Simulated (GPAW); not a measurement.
Crystal: Mg.

```
CELL_PARAMETERS angstrom
3.20930 0.00000 0.00000
-1.60465 2.77934 0.00000
0.00000 0.00000 5.21030
ATOMIC_POSITIONS crystal
Mg 0.66667 0.33333 0.75000
Mg 0.33333 0.66667 0.25000
```

- Program: GPAW 26.7.0
- Task: relaxation of cell and atoms
- Functional: PBE
- Dispersion: D3(BJ)
- Potentials or basis: GPAW PAW data sets (gpaw-data 1.2.1)
- Cutoff: 800 eV
- Basis: pw
- k mesh: 7 × 7 × 4
- Occupations: fermi-dirac, width 0.05 eV
- Spin: no spin polarisation

At the start: pressure -2.2 GPa; volume 23.24 Å³/atom.

**Question.** Where does the relaxation end?

**Answer.** Over 8 steps the energy falls by 16.2 meV/atom and the volume is 21.90 Å³/atom (-5.7 %); space group P6_3/mmc (No. 194, to 0.05 Å).

The path:
```csv
step,energy change (eV),largest force (eV/Å),pressure (GPa),volume (Å³)
1,0.0000,0.0000,-2.24,46.47
2,-0.0059,0.0000,-2.03,46.15
3,-0.0296,0.0001,0.52,43.09
4,-0.0301,0.0000,0.21,43.40
5,-0.0303,0.0000,0.14,43.49
6,-0.0313,0.0001,-0.13,43.80
7,-0.0324,0.0001,-0.24,43.98
8,-0.0325,0.0000,-0.10,43.81
```

Final structure:
```
Mg
1.0
     3.09704    0.00000    0.00000
    -1.54852    2.68211    0.00000
     0.00000    0.00000    5.27355
Mg
2
Direct
  0.66667 0.33333 0.75000
  0.33333 0.66667 0.25000
```

Caveat: later steps reuse the first step's grids; pairwise dispersion overbinds metals, which lowers pressure and volume.
